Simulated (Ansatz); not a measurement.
The cell comes from COD entry 4117966, which wasn't checked; take it as a given geometry. The listed cell was then made from it by scaling, straining or moving an atom.

An input for MnO: DFT, PBEsol, PAW with Ansatz's default frozen-core files, scalar-relativistic (Ansatz 0.2.0). The PAW files were made with PBE; their cores are remade for this functional.

Command: `ansatz run input.yaml --threads 1 --pin off --max-ram 6144MiB --backend cpu --events-out ev --progress --plain --runs-dir out` The run took 69 s on 1 thread of Arm Neoverse V1, on a shared host, peak memory 0.63 GiB.

```yaml
crystal:
  lattice:
    - [3.3717009293, 0.0, 0.0]
    - [-1.6858504646, 2.9199786587, 0.0]
    - [0.0, 0.0, 5.223935]
  atoms:
    - { symbol: Mn, position: [0.3333333333, 0.6666666667, 0.01096], spin: 4.0 }
    - { symbol: Mn, position: [0.6666666667, 0.3333333333, 0.51096], spin: 4.0 }
    - { symbol: O, position: [0.3333333333, 0.6666666667, 0.37547] }
    - { symbol: O, position: [0.6666666667, 0.3333333333, 0.87547] }
magnetization:
  spin_polarized: true
kpoints:
  mp_grid: { grid: [14, 14, 8] }
scf:
  occupations: { method: fermi_dirac, width: 0.05 }
hamiltonian:
  xc: pbesol
  pseudopotentials: { kind: paw }
output:
  forces: true
  stress: true
  eigenvalues: true
  efg: { contact_densities: true }
  write_density: true
  write_potential: true
  elf: true
  volumetric_format: npy
```

Set-up and iterations as logged by Ansatz (the results part is left out, to be predicted):

```
Engine: ansatz 0.2.0
Pseudopotentials: kind: paw
Pseudopotential: Mn, paw, valence charge 15, recommended cutoff 420 eV (normal)
Pseudopotential: O, paw, valence charge 6, recommended cutoff 420 eV (normal)
Functional definition: PBEsol
  exchange = pbesol_x
  correlation = pbesol_c
Crystal: 4 atoms, lattice volume = 51.431 Å³
Basis set: ecut = 420 eV, 977 PW (Γ), exchange–correlation on 48×48×72 points (8 copies of the dense FFT grid, shifted against one another)
Bands: 30, of which v1, the nominal top of the filled ones, is band 21 counted from 1 (20 counted from 0)
Symmetry: 12 space group operations
Space group: P63mc (ITA 186), of the structure as read, at distance tolerance 3.7e-5 Å
Magnetic group: BNS 186.203 (UNI 1433), of the structure as read, at distance tolerance 3.7e-5 Å
k-points: 120 of 1568 (time reversal used)
Non-local potential: Mn, projectors of the file, l = 0: 3, l = 1: 2, l = 2: 3, l = 3: 1
Non-local potential: O, projectors of the file, l = 0: 2, l = 1: 2, l = 2: 1
PAW form: soft (Blöchl's): semilocal exchange-correlation on the pseudo side does not see the compensation charge
PAW frozen core: Mn, regenerated for the run's functional, and the local potential with it (the file was generated under x = pbe(κ = 0.804, μ = 0.2195149727645171), c = pbe(β = 0.06672455060314922))
PAW frozen core: O, regenerated for the run's functional, and the local potential with it (the file was generated under x = pbe(κ = 0.804, μ = 0.2195149727645171), c = pbe(β = 0.06672455060314922))
PAW one-centre angular grid: Mn, 590 points (default); XC on 64 Gauss nodes
PAW one-centre angular grid: O, 110 points (default); XC on 64 Gauss nodes
Initial density: superposition of atomic densities (chi_scale 0.1, normalization cell, long waves kept (reshape's long-wave potential 0.00 eV rms))
Starting moments: Σ|m| = 8 μB on 2 of 4 sites
Initial wavefunctions: pseudopotential atomic-orbital guess
Functional: x = pbesol(κ = 0.804, μ = 0.12345679012345678), c = pbesol(β = 0.046)
SCF iter   1: F=—  HF=-8858.716960 eV  |F-HF|=—  |Δ(HF+E_count)|=         —  Δρ=1.33e-1 (↑1.33e-1 ↓5.27e-2)  dr2=9.25e0  dr2_m=2.27e0  β_m=0.30  ethr=3.10e-3  ⟨swp⟩=4.8  Hψ=24413  notcnv=0
Mixer restart at iter 1: flushing history
SCF iter   2: F=—  HF=-8858.361535 eV  |F-HF|=—  |Δ(HF+E_count)|=   3.55e-1  Δρ=7.70e-2 (↑7.70e-2 ↓3.16e-2)  dr2=2.44e0  dr2_m=1.09e0  β_m=0.47  ethr=3.10e-3  ⟨swp⟩=3.1  Hψ=16633  notcnv=0  defer=370
SCF iter   3: F=—  HF=-8858.398688 eV  |F-HF|=—  |Δ(HF+E_count)|=   3.72e-2  Δρ=1.65e-2 (↑1.65e-2 ↓1.35e-2)  dr2=3.58e-1  dr2_m=4.38e-2  β_m=0.55  ethr=3.10e-3  ⟨swp⟩=3.0  Hψ=13652  notcnv=0  defer=368
SCF iter   4: F=—  HF=-8858.364301 eV  |F-HF|=—  |Δ(HF+E_count)|=   3.44e-2  Δρ=6.44e-3 (↑6.44e-3 ↓5.89e-3)  dr2=7.47e-2  dr2_m=3.02e-3  β_m=0.78  ethr=8.53e-4  ⟨swp⟩=2.1  Hψ=10449  notcnv=0  defer=366
SCF iter   5: F=—  HF=-8858.367308 eV  |F-HF|=—  |Δ(HF+E_count)|=         —  Δρ=4.68e-3 (↑4.68e-3 ↓2.13e-3)  dr2=1.28e-2  dr2_m=1.67e-3  β_m=0.78  ethr=1.78e-4  ⟨swp⟩=2.1  Hψ=11850  notcnv=0  defer=366
Mixer restart at iter 5: flushing history
SCF iter   6: F=—  HF=-8858.369988 eV  |F-HF|=—  |Δ(HF+E_count)|=   2.68e-3  Δρ=1.86e-3 (↑1.86e-3 ↓9.53e-4)  dr2=2.87e-3  dr2_m=3.39e-4  β_m=0.72  ethr=3.05e-5  ⟨swp⟩=2.0  Hψ=13642  notcnv=0  defer=366
SCF iter   7: F=—  HF=-8858.370141 eV  |F-HF|=—  |Δ(HF+E_count)|=   1.53e-4  Δρ=8.84e-4 (↑8.84e-4 ↓6.39e-4)  dr2=9.53e-4  dr2_m=5.17e-5  β_m=0.86  ethr=6.83e-6  ⟨swp⟩=2.2  Hψ=13529  notcnv=0  defer=366
SCF iter   8: F=—  HF=-8858.370839 eV  |F-HF|=—  |Δ(HF+E_count)|=   6.98e-4  Δρ=2.50e-4 (↑2.18e-4 ↓2.50e-4)  dr2=1.79e-4  dr2_m=7.68e-7  β_m=0.93  ethr=2.27e-6  ⟨swp⟩=2.1  Hψ=10189  notcnv=0  defer=366
SCF iter   9: F=—  HF=-8858.370948 eV  |F-HF|=—  |Δ(HF+E_count)|=   1.09e-4  Δρ=1.49e-4 (↑1.49e-4 ↓8.39e-5)  dr2=1.68e-5  dr2_m=1.17e-6  β_m=0.90  ethr=4.26e-7  ⟨swp⟩=2.0  Hψ=9528  notcnv=0  defer=366
SCF iter  10: F=—  HF=-8858.371002 eV  |F-HF|=—  |Δ(HF+E_count)|=   5.35e-5  Δρ=3.78e-5 (↑2.57e-5 ↓3.78e-5)  dr2=1.92e-6  dr2_m=3.28e-8  β_m=0.95  ethr=4.01e-8  ⟨swp⟩=2.1  Hψ=10258  notcnv=0  defer=366
SCF iter  11: F=—  HF=-8858.371003 eV  |F-HF|=—  |Δ(HF+E_count)|=   8.00e-7  Δρ=2.02e-5 (↑2.02e-5 ↓8.89e-6)  dr2=2.47e-7  dr2_m=4.29e-8  β_m=0.98  ethr=4.57e-9  ⟨swp⟩=2.0  Hψ=9903  notcnv=0  defer=366
SCF iter  12: F=-8858.371003 eV  HF=-8858.371003 eV  |F-HF|=3.54e-8  |Δ(HF+E_count)|=   5.40e-8  Δρ=6.71e-6 (↑4.43e-6 ↓6.71e-6)  dr2=5.12e-8  dr2_m=2.01e-9  ethr=2.38e-10  ⟨swp⟩=8.4  Hψ=43913  notcnv=0
```

Semilocal functionals without U often leave such compounds metallic or with too small a gap, and the real magnetic order may differ.

Question: What pressure will this run report?

Answer: 5.70 GPa (positive in compression).

Question: What moment will the cell end with?

Answer: 9.94 μB.

Question: How large will the largest force be?

Answer: 1.091 eV/Å.
